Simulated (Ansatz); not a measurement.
# TaC: the cost of one run

Computed with Ansatz 0.2.0 (DFT PBE, scalar-relativistic, plane waves, PAW, unless a step's input says otherwise).

1 further run of the same task is left out (set aside as unsound or not needed).

## (1) The system as given

Symmetry: Fm-3m, No. 225, cubic system. The conventional cell has a = 4.475 Å, b = 4.475 Å, c = 4.475 Å, α = 90.00°, β = 90.00°, γ = 90.00°. Ta (site symmetry m-3m) is surrounded by 6 C at 2.24 Å. C (site symmetry m-3m) is surrounded by 6 Ta at 2.24 Å.

As a file:

```
CELL_PARAMETERS angstrom
0.00000 2.23763 2.23763
2.23763 0.00000 2.23763
2.23763 2.23763 0.00000
ATOMIC_POSITIONS crystal
Ta 0.00000 0.00000 0.00000
C 0.50000 0.50000 0.50000
```

This cell was relaxed beforehand with the same method: volume 11.20 Å³/atom, gap on the mesh none (metal).

## (2) Bulk reference on the slab's mesh

Contents of input.yaml:

```yaml
crystal:
  lattice:
    - [3.1644852942, 0.0, 0.0]
    - [-1.5822426471, 2.7405246547, 0.0]
    - [1.5822426471, 0.9135082182, 2.5837914231]
  atoms:
    - { symbol: Ta, position: [0.0, 0.0, 0.0] }
    - { symbol: C, position: [0.0, 0.5, 0.5] }
basis:
  ecutwfc: 420
kpoints:
  mp_grid: { grid: [12, 12, 13] }
hamiltonian:
  xc: pbe
scf:
  occupations: { method: gaussian, width: 0.1 }
output:
  forces: true
  stress: true
  eigenvalues: true
```

Launch:

```console
> ansatz run input.yaml --threads 1 --pin off --max-ram 2560MiB --backend cpu --events-out ev --progress --plain --runs-dir out
```

Q: Estimate wall time and peak memory on 1 thread of Oxide Virtual Turin-like (Zen 5), shared host.

About 8.5 s, with a peak of 0.47 GiB.
